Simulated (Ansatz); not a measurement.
The system is GaAs.

```
As Ga
1.0
     0.00000    2.82685    2.82685
     2.82685    0.00000    2.82685
     2.82685    2.82685    0.00000
As Ga
1 1
Direct
  0.75000 0.75000 0.75000
  0.00000 0.00000 0.00000
```

Base run:

| Property | Result |
| --- | --- |
| Program | Ansatz 0.2.0 |
| Functional | PBEsol |
| Potentials or basis | all-electron LAPW, scalar-relativistic |
| Cutoff | 316 eV (chosen from the basis error) |
| Basis error allowed | 0.001 eV/atom |
| k mesh | 6 × 6 × 6 |
| Occupations | fermi-dirac, width 0.05 eV |
| Spin | no spin polarisation |

Its results: band gap on the k mesh 0.44 eV, direct; pressure 0.2 GPa.

Problem. The run is repeated on the same cell with these changes: potentials or basis from all-electron LAPW, scalar-relativistic to all-electron LAPW, relativistic spinors; spin from no spin polarisation to spin-orbit coupling, no magnetisation. What comes out?

Solution. Band gap on the k mesh 0.33 eV, direct; pressure 0.2 GPa.

Spin-orbit coupling splits the band edges, which narrows the gap.
